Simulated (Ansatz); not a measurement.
Density of states of CdSe (F-43m, a = 6.197 Å, b = 6.197 Å, c = 6.197 Å, α = 90.00°, β = 90.00°, γ = 90.00°), in states per eV and primitive cell, averaged over bins of 0.4 eV. Method: DFT PBE, scalar-relativistic, plane waves, PAW (Ansatz).

Cutoff 420 eV; k points 10×10×10 on the computed 2-atom cell (Γ-centred); Gaussian smearing, width 0.02 eV; no spin polarisation.

The cell is relaxed at this level. The states (both spins) are summed by tetrahedra on a 15×15×15 mesh at the self-consistent density. Energies are bin centres; the table starts no lower than −8 eV and ends at 6 eV, or lower where the solved bands end.

The gap is 0.49 eV at this level, with the zero inside it.

```tsv
E − E_F (eV)	total	Cd 4d	Se 4p	Cd 5s	Se 4s
-7.85	20.65	20.10	0.49	0.03	0.01
-7.45	4.35	4.05	0.04	0.04	0.21
-7.05	0.00	0.00	0.00	0.00	0.00
-6.65	0.00	0.00	0.00	0.00	0.00
-6.25	0.00	0.00	0.00	0.00	0.00
-5.85	0.00	0.00	0.00	0.00	0.00
-5.45	0.00	0.00	0.00	0.00	0.00
-5.05	0.00	0.00	0.00	0.00	0.00
-4.65	0.00	0.00	0.00	0.00	0.00
-4.25	0.54	0.00	0.37	0.16	0.01
-3.85	2.76	0.06	1.69	0.93	0.05
-3.45	0.71	0.03	0.43	0.20	0.04
-3.05	0.40	0.02	0.24	0.10	0.03
-2.65	0.44	0.02	0.32	0.06	0.02
-2.25	1.85	0.06	1.63	0.06	0.02
-1.85	2.34	0.08	2.10	0.05	0.01
-1.45	2.42	0.09	2.19	0.03	0.01
-1.05	2.31	0.10	2.11	0.02	0.00
-0.65	1.06	0.05	0.97	0.00	0.00
-0.25	0.17	0.01	0.16	0.00	0.00
0.15	0.00	0.00	0.00	0.00	0.00
0.55	0.01	0.00	0.00	0.00	0.00
0.95	0.03	0.00	0.01	0.01	0.00
1.35	0.06	0.00	0.02	0.03	0.01
1.75	0.13	0.00	0.04	0.07	0.01
2.15	0.41	0.00	0.11	0.22	0.03
2.55	0.63	0.00	0.17	0.33	0.04
2.95	0.81	0.00	0.22	0.40	0.04
3.35	1.66	0.00	0.37	0.62	0.04
3.75	1.31	0.00	0.32	0.48	0.02
4.15	0.81	0.00	0.17	0.23	0.00
4.55	0.75	0.00	0.09	0.10	0.00
4.95	1.27	0.00	0.10	0.09	0.00
5.35	1.52	0.00	0.08	0.06	0.00
5.75	0.69	0.00	0.02	0.01	0.00
```

The columns after the total are the Löwdin projections on the occupied valence shells of the potentials. The rest of the total lies in shells that are empty in the free atom, which aren't projected, and between the atoms.

This zinc-blende form isn't the usual stable structure of the compound.